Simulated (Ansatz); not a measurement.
**Band structure of Sc**

```
Sc
1.0
     0.00000    2.27050    2.27050
     2.27050    0.00000    2.27050
     2.27050    2.27050    0.00000
Sc
1
Direct
  0.00000 0.00000 0.00000
```

The cell is COD entry 9008483, as deposited and not checked against the literature; nothing was relaxed.

Spin polarisation is left out, and whether a magnetic state lies lower isn't shown here.

Theory: Ansatz 0.2.0, DFT, PBE, all-electron LAPW, scalar-relativistic.

Sampling and basis: a Γ-centred 12×12×12 k mesh, Fermi–Dirac smearing of 0.03 eV, basis error target 0.25 meV/atom, no spin polarisation.

Points in fractions of the reciprocal vectors of this cell: Γ (0, 0, 0), X (0.5, 0, 0.5), U (0.625, 0.25, 0.625), K (0.375, 0.375, 0.75), L (0.5, 0.5, 0.5), W (0.5, 0.25, 0.75). The path joins them by straight lines in the order Γ–X–U–K–Γ–L–W–X; legs that retrace an earlier one aren't tabulated. Energies are in eV from the Fermi level.

Is there a gap?

none: with an odd electron count and no spin polarisation the bands can't all be full, a metal in this set-up (spin order or a larger cell could open a gap).

List the levels between -20 and 2 eV at the symmetry points.


Γ: -5.28, 1.65 (×3)
X: -1.63, -0.70
U: -0.88, -0.44, 0.94
K: -0.88, -0.44, 0.94
L: -1.82, 0.32, 1.53 (×2)
W: -0.72, 0.22 (×2)
